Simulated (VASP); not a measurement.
Energy against volume of LiI (rock salt). Level of theory: LDA (Ceperley-Alder, Perdew-Zunger), VASP's LDA PAW potentials (set 64) (plane waves; VASP 6.6.1).

```json
[
 {"V (Å³/atom)": "22.984", "E (eV/atom)": "-3.27230"},
 {"V (Å³/atom)": "23.718", "E (eV/atom)": "-3.27860"},
 {"V (Å³/atom)": "24.451", "E (eV/atom)": "-3.28069"},
 {"V (Å³/atom)": "25.185", "E (eV/atom)": "-3.27921"},
 {"V (Å³/atom)": "25.918", "E (eV/atom)": "-3.27469"}
]
```

Question: Fit a third-order Birch-Murnaghan equation of state.

Answer: 
```json
{
  "volume_per_atom": "24.49 Å³/atom",
  "bulk_modulus": "25.8 GPa",
  "pressure_derivative_of_the_bulk_modulus": "4.45",
  "lattice_constant_a": "5.808 Å"
}
```

The compound is LiI in the rock salt structure. It was relaxed first, which changed the volume by -10 %.
